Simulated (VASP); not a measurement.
# BaS (Fm-3m) in VASP: a series of runs

One crystal, BaS, is run at these levels: optB86b-vdW, BEEF-vdW, rev-vdW-DF2; tasks: relaxation of cell and atoms.

All numbers are computed with VASP 6.6.1; they aren't measurements. Logs are shortened: lines on timing, memory, paths and dates and some standing lists are left out, and cuts for length are marked.

## (1) Starting point

It takes space group Fm-3m (No. 225, cubic). The conventional cell has a = 6.388 Å, b = 6.388 Å, c = 6.388 Å, α = 90.00°, β = 90.00°, γ = 90.00°. Ba (site symmetry m-3m) has 6 S at 3.19 Å as nearest neighbours. Around S (site symmetry m-3m) lie 6 Ba at 3.19 Å.

## (2) Relaxation of cell and atoms, optB86b-vdW

Contents of INCAR:

```
SYSTEM = BaS
AGGAC = 0.0
ALGO = Normal
EDIFF = 1E-6
EDIFFG = -0.01
ENCUT = 600
GGA = MK
IBRION = 2
ISIF = 3
ISMEAR = -1
LASPH = .True.
LCHARG = .False.
LREAL = .False.
LUSE_VDW = .True.
LWAVE = .False.
NELM = 80
NSW = 60
PARAM1 = 0.1234
PARAM2 = 1.0
PREC = Accurate
SIGMA = 0.05
```

Contents of KPOINTS:

```
k-points
0
Gamma
  7 7 7
  0 0 0
```

Contents of POSCAR:

```
BaS
1.0
    0.0000000000      3.1937500000      3.1937500000
    3.1937500000      0.0000000000      3.1937500000
    3.1937500000      3.1937500000      0.0000000000
Ba S
1 1
Direct
    0.0000000000      0.0000000000      0.0000000000
    0.5000000000      0.5000000000      0.5000000000
```

Potentials or basis: VASP PAW PBE potentials, release 64 (Ba_sv, S).

Launch:

```bash
$ cat potpaw_PBE.64/Ba_sv/POTCAR potpaw_PBE.64/S/POTCAR > POTCAR
$ mpirun -np 1 vasp_std > vasp.out
```

OUTCAR:

```text
SYSTEM = BaS
   EDIFF = 1E-6
   EDIFFG = -0.01
   ENCUT = 600
   GGA = MK
   IBRION = 2
   ISIF = 3
   ISMEAR = -1
   LASPH = .True.
   LREAL = .False.
   NELM = 80
   NSW = 60
   PREC = Accurate

 ion  position               nearest neighbor table
   1  0.000  0.000  0.000-   2 3.19   2 3.19   2 3.19   2 3.19   2 3.19   2 3.19
   2  0.500  0.500  0.500-   1 3.19   1 3.19   1 3.19   1 3.19   1 3.19   1 3.19

  LATTYP: Found a face centered cubic cell.
 ALAT       =     6.3875000000

  Lattice vectors:

 A1 = (   0.0000000000,   3.1937500000,   3.1937500000)
 A2 = (   3.1937500000,   0.0000000000,   3.1937500000)
 A3 = (   3.1937500000,   3.1937500000,   0.0000000000)

Analysis of symmetry for initial positions (statically):
=====================================================================
 Subroutine PRICEL returns:
 Original cell was already a primitive cell.

 Routine SETGRP: Setting up the symmetry group for a
 face centered cubic supercell.

 Subroutine GETGRP returns: Found 48 space group operations
 (whereof 48 operations were pure point group operations)
 out of a pool of 48 trial point group operations.

The static configuration has the point symmetry O_h .

Analysis of symmetry for dynamics (positions and initial velocities):
=====================================================================
 Subroutine PRICEL returns:
 Original cell was already a primitive cell.

 Routine SETGRP: Setting up the symmetry group for a
 face centered cubic supercell.

 Subroutine GETGRP returns: Found 48 space group operations
 (whereof 48 operations were pure point group operations)
 out of a pool of 48 trial point group operations.

The dynamic configuration has the point symmetry O_h .

 Subroutine INISYM returns: Found 48 space group operations
 (whereof 48 operations are pure point group operations),
 and found     1 'primitive' translations

----------------------------------------------------------------------------------------

                                     Primitive cell

  volume of cell :      65.1527

  direct lattice vectors                    reciprocal lattice vectors
     0.000000000  3.193750000  3.193750000    -0.156555773  0.156555773  0.156555773
     3.193750000  0.000000000  3.193750000     0.156555773 -0.156555773  0.156555773
     3.193750000  3.193750000  0.000000000     0.156555773  0.156555773 -0.156555773

  length of vectors
     4.516644565  4.516644565  4.516644565     0.271162553  0.271162553  0.271162553

  position of ions in fractional coordinates (direct lattice)
     0.000000000  0.000000000  0.000000000
[... 67 lines left out ...]
   ISPIN  =      1    spin polarized calculation?
   LNONCOLLINEAR =      F non collinear calculations
   LSORBIT =      F    spin-orbit coupling
   LASPH  =      T    aspherical Exc in radial PAW
   ENCUT  =  600.0 eV  44.10 Ry    6.64 a.u.   9.02  9.02  9.02*2*pi/ulx,y,z
   NELM   =     80;   NELMIN=  2; NELMDL= -5     # of ELM steps
   EDIFF  = 0.1E-05   stopping-criterion for ELM
   LREAL  =      F    real-space projection
   EDIFFG = -.1E-01   stopping-criterion for IOM
   NSW    =     60    number of steps for IOM
   IBRION =      2    ionic relax: 0-MD 1-quasi-New 2-CG
   NFREE  =      1    steps in history (QN), initial steepest desc. (CG)
   ISIF   =      3    stress and relaxation
   ISYM   =      2    0-nonsym 1-usesym 2-fastsym
   POTIM  = 0.5000    time-step for ionic-motion
   TEBEG  =    0.0;   TEEND  =   0.0 temperature during run
   PSTRESS=    0.0 pullay stress
   NELECT =      16.0000    total number of electrons
   NUPDOWN=      -1.0000    fix difference up-down
   EMIN   =  10.00;   EMAX   =-10.00  energy-range for DOS
   EFERMI =   0.00;   METHOD = LEGACY
   ISMEAR =    -1;   SIGMA  =   0.05  broadening in eV -4-tet -1-fermi 0-gaus
   EFERMI_NEDOS =   21; number of points for ismear=-14 and -15
   IALGO  =     38    algorithm
   IMIX   =      4    mixing-type and parameters
     AMIX     =   0.40;   BMIX     =  1.00
     AMIX_MAG =   1.60;   BMIX_MAG =  1.00
  volume/ion in A,a.u.               =      32.58       219.84
  Fermi-wavevector in a.u.,A,eV,Ry     =   1.025189  1.937326 14.299891  1.051012
  Thomas-Fermi vector in A             =   2.159016
   LORBIT       =      0    0 simple, 1 ext, 2 COOP (PROOUT), +10 PAW based schemes
   GGA     = MK    functional components
   LHFCALC =     F    Hartree Fock is set to
   AEXX    =    0.0000 exact exchange contribution
   IVDW_NL    =     1    kernel type
   BPARAM     = 6.3000
   IVDW    =     0    specifies the selected vdW correction
   LEPSILON=     F    determine dielectric tensor
   LRPA    =     F    only Hartree local field effects (RPA)
 conjugate gradient relaxation of ions
 non-spin polarized calculation
  energy-cutoff  :      600.00
  volume of cell :       65.15
 maximum number of plane-waves:      2186
   NGX = 17   NGY = 17   NGZ = 17

--------------------------------------- Ionic step        1  -------------------------------------------

 number of electron      16.0000001 magnetization

 Free energy of the ion-electron system (eV)
  ---------------------------------------------------
  ext. energy  EPLUGINS =         0.00000000
  ---------------------------------------------------
  free energy    TOTEN  =        -6.82509468 eV

  energy without entropy =       -6.82509468  energy(sigma->0) =       -6.82509468

------------------------ aborting loop because EDIFF is reached ----------------------------------------

  FORCE on cell =-STRESS in cart. coord.  units (eV):
  Direction    XX          YY          ZZ          XY          YZ          ZX
  --------------------------------------------------------------------------------------
  -------------------------------------------------------------------------------------
  Total        0.0942494      0.0942494      0.0942494      0.0000000     -0.0000000      0.0000000
  in kB        2.3176961      2.3176961      2.3176961      0.0000000     -0.0000000      0.0000000
  external PRESSURE =       2.3176961 kB  Pullay stress =       0.0000000 kB
[... 63 lines left out ...]
--------------------------------------- Ionic step        3  -------------------------------------------

 number of electron      16.0000002 magnetization

 Free energy of the ion-electron system (eV)
  ---------------------------------------------------
  ext. energy  EPLUGINS =         0.00000000
  ---------------------------------------------------
  free energy    TOTEN  =        -6.82533601 eV

  energy without entropy =       -6.82533601  energy(sigma->0) =       -6.82533601

 E-fermi :   2.4045     XC(G=0):  -8.6890

 val. band max:        1.3593409621   @ k =   0.0000   0.0000   0.0000
 cond. band min:       3.4930417383   @ k =   0.4286   0.4286   0.0000
 fundamental gap:      2.1337007763
 Fermi energy:         2.4045148311

 k-point     1 :       0.0000    0.0000    0.0000
  band No.  band energies     occupation
      1     -24.7299      2.00000
      2      -9.7636      2.00000
      3      -9.7636      2.00000
      4      -9.7636      2.00000
      5      -8.9751      2.00000
      6       1.3593      2.00000
      7       1.3593      2.00000
      8       1.3593      2.00000
      9       4.8854      0.00000
     10       5.1969      0.00000
     11       5.1969      0.00000
     12       5.1969      0.00000
[... 316 lines left out ...]
  energy  without entropy=       -6.8253360050  energy(sigma->0) =       -6.82533601

Total vdW correction in eV:      2.5161179

 reached required accuracy - stopping structural energy minimisation
```

OSZICAR:

```text
N       E                     dE             d eps       ncg     rms          rms(c)
DAV:   1     0.971659860356E+02    0.97166E+02   -0.75309E+03   480   0.130E+03
DAV:   2    -0.163548485780E+01   -0.98801E+02   -0.91156E+02   656   0.201E+02
DAV:   3    -0.717417371046E+01   -0.55387E+01   -0.54945E+01   628   0.534E+01
DAV:   4    -0.730712547575E+01   -0.13295E+00   -0.13278E+00   692   0.839E+00
[... 18 lines left out ...]
       N       E                     dE             d eps       ncg     rms          rms(c)
DAV:   1    -0.682556089090E+01   -0.25056E-03   -0.59715E-03   520   0.612E-01    0.942E-02
DAV:   2    -0.682537875612E+01    0.18213E-03   -0.32736E-04   524   0.142E-01    0.333E-02
DAV:   3    -0.682533518573E+01    0.43570E-04   -0.13209E-04   720   0.825E-02    0.186E-02
DAV:   4    -0.682533600509E+01   -0.81936E-06   -0.47465E-06   640   0.168E-02
   3 F= -.68253360E+01 E0= -.68253360E+01  d E =-.241322E-03
```

Wall time 2.7 min (1 thread of Intel Xeon 6975P-C (Granite Rapids), shared host); peak memory 0.46 GiB.

Results:

* Free energy: -6.8253 eV
* Relaxed volume: 32.74 Å³/atom
* Relaxed cell: a = 4.524 Å, b = 4.524 Å, c = 4.524 Å, α = 60.00°, β = 60.00°, γ = 60.00°
* Space group after relaxing (to 0.05 Å): Fm-3m (No. 225)
* Energy gained by relaxing: 0.1 meV/atom
* Ionic steps: 3
* Pressure after relaxing: 0.0 GPa
* Band gap on the k mesh: 2.13 eV, indirect (least direct gap 2.28 eV)

Step by step:
```tsv
step	energy change (eV)	largest force (eV/Å)	pressure (GPa)	volume (Å³)
1	0.0000	0.0000	0.23	65.15
2	-0.0002	0.0000	-0.08	65.60
3	-0.0002	0.0000	-0.03	65.49
```

Final structure:
```cif
data_structure
_symmetry_space_group_name_H-M 'P 1'
_symmetry_Int_Tables_number 1
_cell_length_a 4.5244
_cell_length_b 4.5244
_cell_length_c 4.5244
_cell_angle_alpha 60.000
_cell_angle_beta 60.000
_cell_angle_gamma 60.000
_cell_volume 65.49
loop_
_atom_site_label
_atom_site_type_symbol
_atom_site_fract_x
_atom_site_fract_y
_atom_site_fract_z
_atom_site_occupancy
Ba1 Ba 0.00000 0.00000 0.00000 1
S1 S 0.50000 0.50000 0.50000 1
```

Caveat: the PAW data sets were made with another functional, which shifts forces and pressure a little; spin-orbit coupling is left out, which moves the levels of the heavy elements; an odd mesh through Γ misses points on the zone boundary, where band edges often lie. Zero-point motion and thermal expansion aren't in these numbers.

## (3) Relaxation of cell and atoms, BEEF-vdW

Contents of INCAR:

```
PREC = Accurate ; ENCUT = 600
EDIFF = 1E-7 ; ISMEAR = -1
SIGMA = 0.05 ; LREAL = False
LASPH = True ; NELM = 80
ALGO = Normal ; ISIF = 3
LWAVE = False ; LCHARG = False
GGA = BF ; LUSE_VDW = True
ZAB_VDW = -1.8867 ; IBRION = 2
NSW = 40 ; EDIFFG = -0.01
```

Contents of KPOINTS:

```
regular mesh
0
Gamma
  7 7 7
```

POSCAR is that of step 2.

Potentials or basis: VASP PAW PBE potentials, release 64 (Ba_sv, S).

Launch:

```bash
$ cat potpaw_PBE.64/Ba_sv/POTCAR potpaw_PBE.64/S/POTCAR > POTCAR
$ mpirun -np 1 vasp_std > vasp.out
```

Run time: 2.7 min. Hardware: 1 thread of Intel Xeon 6975P-C (Granite Rapids), shared host; peak memory 0.46 GiB.

The run converged. Its results:

```
Free energy                            : -6.8676 eV
Relaxed volume                         : 34.13 Å³/atom
Relaxed cell                           : a = 4.587 Å, b = 4.587 Å, c = 4.587 Å, α = 60.00°, β = 60.00°, γ = 60.00°
Space group after relaxing (to 0.05 Å) : Fm-3m (No. 225)
Energy gained by relaxing              : 9.6 meV/atom
Ionic steps                            : 3
Pressure after relaxing                : 0.0 GPa
Band gap on the k mesh                 : 2.38 eV, indirect (least direct gap 2.55 eV)
```

The path:
```tsv
step	energy change (eV)	largest force (eV/Å)	pressure (GPa)	volume (Å³)
1	0.0000	0.0000	2.07	65.15
2	-0.0177	0.0000	-0.52	69.20
3	-0.0193	0.0000	0.00	68.26
```

Final structure:
```
Ba S
1.0
     0.00000    3.24380    3.24380
     3.24380    0.00000    3.24380
     3.24380    3.24380    0.00000
Ba S
1 1
Direct
  0.00000 0.00000 0.00000
  0.50000 0.50000 0.50000
```

Levels at points of the mesh, in eV from the valence-band top:
| k point | band 6 | band 7 | band 8 | band 9 | band 10 | band 11 |
| --- | --- | --- | --- | --- | --- | --- |
| (0.00, 0.00, 0.00) | 0.00 | 0.00 | 0.00 | 3.62 | 3.96 | 3.96 |

Caveat: the PAW data sets were made with another functional, which shifts forces and pressure a little; spin-orbit coupling is left out, which moves the levels of the heavy elements; an odd mesh through Γ misses points on the zone boundary, where band edges often lie. Zero-point motion and thermal expansion aren't in these numbers.

## (4) Relaxation of cell and atoms, rev-vdW-DF2

Contents of INCAR:

```
AGGAC = 0.0 ; ALGO = Fast
EDIFF = 1E-7 ; EDIFFG = -0.005
ENCUT = 600 ; GGA = MK
IBRION = 2 ; ISIF = 3
ISMEAR = -1 ; LASPH = T
LCHARG = F ; LREAL = F
LUSE_VDW = T ; LWAVE = F
NELM = 60 ; NSW = 60
PARAM1 = 0.1234 ; PARAM2 = 0.711357
PREC = Accurate ; SIGMA = 0.05
ZAB_VDW = -1.8867
```

Contents of KPOINTS:

```
k-points
0
Gamma
  7 7 7
```

POSCAR is that of step 3.

Launch:

```bash
$ cat potpaw_PBE.64/Ba_sv/POTCAR potpaw_PBE.64/S/POTCAR > POTCAR
$ mpirun -np 1 vasp_std > vasp.out
```

Run time: 4.1 min. Hardware: 1 thread of Intel Xeon 6975P-C (Granite Rapids), shared host; peak memory 0.47 GiB.

It converged, with:

```
Free energy                            : -7.1514 eV
Relaxed volume                         : 32.84 Å³/atom
Relaxed cell                           : a = 4.529 Å, b = 4.529 Å, c = 4.529 Å, α = 60.00°, β = 60.00°, γ = 60.00°
Space group after relaxing (to 0.05 Å) : Fm-3m (No. 225)
Energy gained by relaxing              : 0.3 meV/atom
Ionic steps                            : 3
Pressure after relaxing                : 0.0 GPa
Band gap on the k mesh                 : 2.10 eV, indirect (least direct gap 2.25 eV)
```

Step by step:
| step | energy change (eV) | largest force (eV/Å) | pressure (GPa) | volume (Å³) |
| --- | --- | --- | --- | --- |
| 1 | 0.0000 | 0.0000 | 0.37 | 65.15 |
| 2 | -0.0005 | 0.0000 | -0.12 | 65.86 |
| 3 | -0.0006 | 0.0000 | 0.00 | 65.67 |

Final structure:
```yaml
crystal:
  lattice:
    - [0.00000, 3.20220, 3.20220]
    - [3.20220, 0.00000, 3.20220]
    - [3.20220, 3.20220, 0.00000]
  atoms:
    - { symbol: Ba, position: [0.00000, 0.00000, 0.00000] }
    - { symbol: S, position: [0.50000, 0.50000, 0.50000] }
```

Levels at points of the mesh, in eV from the valence-band top:
```
           k point  band 5  band 6  band 7  band 8  band 9  band 10  band 11  band 12
(0.00, 0.00, 0.00)  -10.34    0.00    0.00    0.00    3.46     3.81     3.81     3.81
```

Caveat: the PAW data sets were made with another functional, which shifts forces and pressure a little; spin-orbit coupling is left out, which moves the levels of the heavy elements; an odd mesh through Γ misses points on the zone boundary, where band edges often lie.

## (5) For comparison

An earlier run on the cell as given: functional PBEsol; potentials or basis VASP PAW PBE potentials, release 64 (Ba_sv, S); cutoff 520 eV; k mesh 7 × 7 × 7; occupations fermi-dirac, width 0.05 eV; no spin polarisation.

- Pressure: -0.5 GPa
- Band gap on the k mesh: 2.04 eV, indirect (least direct gap 2.19 eV)

## (6) Overview

| task | level | cell | cutoff (eV) | ladder | gap on the mesh (eV) | pressure (GPa) | relaxed volume (Å³/atom) |
| --- | --- | --- | --- | --- | --- | --- | --- |
| relaxation of cell and atoms | optB86b-vdW | relaxed | 600 | - | 2.13 | 0.0 | 32.74 |
| relaxation of cell and atoms | BEEF-vdW | relaxed | 600 | - | 2.38 | 0.0 | 34.13 |
| relaxation of cell and atoms | rev-vdW-DF2 | relaxed | 600 | - | 2.10 | 0.0 | 32.84 |
| single point | PBEsol | as given | 520 | free | 2.04 | -0.5 | - |

Alike in all rows: potentials or basis VASP PAW PBE potentials, release 64 (Ba_sv, S); no spin polarisation; k mesh 7 × 7 × 7; smearing fermi-dirac 0.05 eV.

Caveats: the PAW data sets were made with another functional, which shifts forces and pressure a little; spin-orbit coupling is left out, which moves the levels of the heavy elements; an odd mesh through Γ misses points on the zone boundary, where band edges often lie.

Total energies depend on the potentials used, so only differences within one code and one set of settings carry meaning.
